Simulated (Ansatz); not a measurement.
Crystal: TiO.

```
Ti O
1.0
     3.03100    0.00000    0.00000
    -1.51550    2.62492    0.00000
     0.00000    0.00000    3.23770
Ti O
1 1
Direct
  0.66667 0.33333 0.00000
  0.00000 0.00000 0.50000
```

| Item | Value |
| --- | --- |
| Program | Ansatz 0.2.0 |
| Task | relaxation of cell and atoms |
| Functional | PBEsol |
| Potentials or basis | Ansatz PAW |
| Cutoff | 420 eV (not typed: the program's choice for these potentials) |
| k mesh | 10 × 10 × 8 |
| Occupations | fermi-dirac, width 0.05 eV |
| Spin | no spin polarisation |

At the start: volume 12.88 Å³/atom.

How do energy, volume and symmetry change on relaxing?

It ends after 10 steps and the volume is 9.41 Å³/atom (-26.9 %); space group P-6m2 (No. 187, to 0.05 Å).

The path:
```tsv
step	energy change (eV)	largest force (eV/Å)	volume (Å³)
1	0.0000	0.0000	25.76
2	-0.6780	0.0000	23.04
3	-1.1265	0.0000	20.60
4	-1.2486	0.0000	18.52
5	-1.2534	0.0000	18.93
6	-1.2538	0.0000	18.89
7	-1.2539	0.0000	18.87
8	-1.2469	0.0000	18.87
9	-1.2472	0.0000	18.82
10	-1.2470	0.0000	18.82
```

Final structure:
```
Ti O
1.0
     2.78921    0.00000    0.00000
    -1.39460    2.41553    0.00000
     0.00000    0.00000    2.79328
Ti O
1 1
Direct
  0.66667 0.33333 0.00000
  0.00000 0.00000 0.50000
```

Caveat: the volume moved by over 15 % at a fixed basis, so the end points are rough; the plane-wave basis is chosen anew once the cell has moved, so the energies of steps on either side of that aren't comparable; the pressure holds a Pulay correction of +0.7 GPa for the finite cutoff; the PAW data sets come from PBE, with cores solved anew for the run's functional, which leaves a small shift of forces and pressure.
